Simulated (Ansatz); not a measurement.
# Ionic part of the dielectric constant of SiC at 22 GPa, mode by mode

Level of theory: DFT PBEsol, scalar-relativistic, plane waves, PAW in Ansatz. Plane waves to 420 eV; Γ-centred k mesh 12×12×12; fixed occupations. No spin polarisation. Phonons by linear response, acoustic sum rule imposed.

The structure is cubic, space group F-43m (No. 216). The conventional cell has a = 4.236 Å, b = 4.236 Å, c = 4.236 Å, α = 90.00°, β = 90.00°, γ = 90.00°. Si (site symmetry -43m) has 4 C at 1.83 Å as nearest neighbours. Around C (site symmetry -43m) lie 4 Si at 1.83 Å.

The primitive cell has V = 19.00 Å³ and ε∞,xx = 6.862. Each polar mode adds Δε = (4.92064×10⁷/V)·S/ν² along x, with S its oscillator strength in e²/amu, ν in cm⁻¹ and V in Å³.

Task: From these modes, find each Δε and ε0,xx.
```tsv
ν (cm⁻¹)	S_xx (e²/amu)
865.2	0.9172
```

Result:
```csv
ν (cm⁻¹),Δε
865.2,3.17
```

The sum is 3.173, so ε0,xx = 10.03; the run's tensor has 10.03.

Task: Where do the longitudinal modes lie for a wave vector along x?

Result: At 1046 cm⁻¹. The Lyddane–Sachs–Teller product Π(ν_LO/ν_TO)² = 1.46 matches ε0/ε∞ = 1.46.

Cost: 1 run of about 0.43 core-minutes, on AMD EPYC 7R43 (Zen 3) (shared hosts).